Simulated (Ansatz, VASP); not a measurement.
As: VASP beside Ansatz

```
As
1.0
     0.00000    2.08239    2.08239
     2.08239    0.00000    2.08239
     2.08239    2.08239    0.00000
As
1
Direct
  0.00000 0.00000 0.00000
```

Alike in both runs: task single point; functional revPBE; k mesh 14 × 14 × 14; occupations fermi-dirac, width 0.1 eV; no spin polarisation.

```csv
,VASP,Ansatz
version,VASP 6.6.1,Ansatz 0.2.0
potentials or method,"VASP PAW PBE potentials, release 64 (As)","plane waves (420 eV) with PAW, scalar-relativistic"
plane-wave cutoff (eV),520,420
valence electrons in the cell,5,15
```

|  | VASP | Ansatz | Ansatz less VASP |
| --- | --- | --- | --- |
| pressure (GPa) | 7.4 | 7.4 | -0.06 |

The two sets of potentials don't hold the same shells in valence.

Caveats: the PAW data sets were made with another functional, which shifts forces and pressure a little (VASP).
